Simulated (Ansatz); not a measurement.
BaF2:
```xyz
3
Lattice="0.0000 3.0974 3.0974 3.0974 0.0000 3.0974 3.0974 3.0974 0.0000" Properties=species:S:1:pos:R:3 pbc="T T T"
Ba     0.0000     0.0000     0.0000
F      1.5487     1.5487     1.5487
F      4.6460     4.6460     4.6460
```

Tensor components refer to the Cartesian frame of this cell.

Question: Give the high-frequency dielectric tensor and the Born effective charge tensors of the independent atoms from DFPT, the program Ansatz at the r²SCAN level (PAW).

Answer: 
ε∞:
```
2.27  0.00  0.00
0.00  2.27  0.00
0.00  0.00  2.27
```
Z* of atom 1 (Ba), rows: field, columns: displacement, in e:
```
2.58  0.00  0.00
0.00  2.58  0.00
0.00  0.00  2.58
```
Z* of atom 2 (F), rows: field, columns: displacement, in e:
```
-1.29   0.00   0.00
 0.00  -1.29   0.00
 0.00   0.00  -1.29
```

Static charges for comparison (Bader): Ba1 +1.72, F2 -0.86 e. Born charges measure polarisation by displacement and can exceed these by far.

Space group Fm-3m (fluorite). The r²SCAN relaxation kept the symmetry of its start. Spin–orbit coupling is left out wherever it is not named.

Potentials: the later of the program's two PAW sets.
